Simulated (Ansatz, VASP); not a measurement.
Zr: VASP beside Ansatz

```
Zr
1.0
     3.15394    0.00000    0.00000
    -1.57697    2.73139    0.00000
     0.00000    0.00000    5.06210
Zr
2
Cartesian
  0.0000 1.8209 1.2655
  1.5770 0.9105 3.7966
```

Alike in both runs: functional LDA; k mesh 12 × 12 × 8; occupations gaussian, width 0.1 eV; no spin polarisation.

Ansatz relaxed the structure, and its values are those at the end. VASP's run is a single point on that final structure, the one shown.

```csv
,VASP,Ansatz
version,VASP 6.6.1,Ansatz 0.2.0
potentials or method,"VASP PAW LDA potentials, release 64 (Zr_sv)","scalar-relativistic, plane waves, PAW"
plane-wave cutoff (eV),520,420
valence electrons in the cell,24,24
```

```tsv
	VASP	Ansatz	Ansatz less VASP
gap on the k mesh at the Fermi level (eV)	none	none	-
pressure (GPa)	0.0	0.0	-0.04
```

A gap of «none» marks a metal or a gap that the smearing closes. Ansatz warned: «pseudo_functional_mismatch».
